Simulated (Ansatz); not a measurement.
Barrier of one jump, N in GaN

Computed with Ansatz 0.2.0, DFT PBE, scalar-relativistic, plane waves, PAW. Settings: 420 eV cutoff, 3×3×3 k-mesh, Gaussian smearing of 0.02 eV, collinear spin.

In a supercell of 16 host sites, interstitial N hops to an equivalent place, moving 0.73 Å between the relaxed ends. Climbing-image nudged elastic band at fixed cell with images 0 (start) to 6 (end), the path measured over all atoms, converged to 0.05 eV/Å; the order of the saddle wasn't checked, and the small cell leaves errors of about a tenth of an eV.

Start:

```
CELL_PARAMETERS angstrom
0.00000 4.54848 -4.54848
4.54848 4.54848 0.00000
4.54848 0.00000 -4.54848
ATOMIC_POSITIONS crystal
Ga 0.02902 0.98849 0.49569
Ga 0.00638 0.49638 0.50045
Ga 0.50339 0.97387 0.48508
Ga 0.48471 0.52688 0.49202
Ga 0.00201 0.99913 0.00283
Ga 0.99590 0.50529 0.99932
Ga 0.47546 0.00155 0.03226
Ga 0.49952 0.49878 0.99673
N 0.10902 0.13221 0.13441
N 0.12548 0.62474 0.12536
N 0.62788 0.12526 0.11995
N 0.61915 0.62962 0.12306
N 0.13209 0.11985 0.62650
N 0.12120 0.62590 0.62758
N 0.50469 0.19430 0.69288
N 0.63280 0.60712 0.62464
N 0.69872 0.02183 0.58312
```

Atom 17 jumps to (7.815, 7.826, -6.345) Å.

(1) Give the energy along the band and the structure at its top.

Answers

(1)
| image | path (Å) | E − E(0) (eV) | N x (Å) | N y (Å) | N z (Å) | force on N (eV/Å) |
| --- | --- | --- | --- | --- | --- | --- |
| 0 | 0.00 | 0.000 | 7.300 | 7.826 | -5.830 | 0.02 |
| 1 | 0.20 | 0.022 | 7.326 | 7.770 | -5.959 | 0.18 |
| 2 | 0.40 | 0.069 | 7.395 | 7.714 | -6.082 | 0.10 |
| 3 | 0.60 | 0.085 | 7.469 | 7.694 | -6.176 | 0.05 |
| 4 | 0.79 | 0.069 | 7.564 | 7.714 | -6.251 | 0.10 |
| 5 | 0.99 | 0.022 | 7.687 | 7.770 | -6.320 | 0.18 |
| 6 | 1.19 | 0.000 | 7.815 | 7.826 | -6.345 | 0.02 |

Barrier 0.09 eV. Image 3:
```
CELL_PARAMETERS angstrom
0.00000 4.54848 -4.54848
4.54848 4.54848 0.00000
4.54848 0.00000 -4.54848
ATOMIC_POSITIONS crystal
Ga 0.03154 0.99128 0.48859
Ga 0.00335 0.50384 0.50018
Ga 0.49199 0.99259 0.49929
Ga 0.49137 0.53136 0.48863
Ga 0.99786 0.99853 0.00180
Ga 0.00335 0.50384 0.99264
Ga 0.49199 0.99259 0.01613
Ga 0.49812 0.49841 0.00173
N 0.11808 0.12730 0.12710
N 0.12457 0.62504 0.12520
N 0.62238 0.12291 0.12736
N 0.62681 0.61860 0.12711
N 0.11808 0.12730 0.62752
N 0.12830 0.62797 0.62186
N 0.48915 0.20311 0.65387
N 0.62681 0.61860 0.62748
N 0.70364 0.98796 0.65420
```

Cost: 1 run of about 18 core-minutes, on Intel Xeon 6975P-C (Granite Rapids) (shared hosts).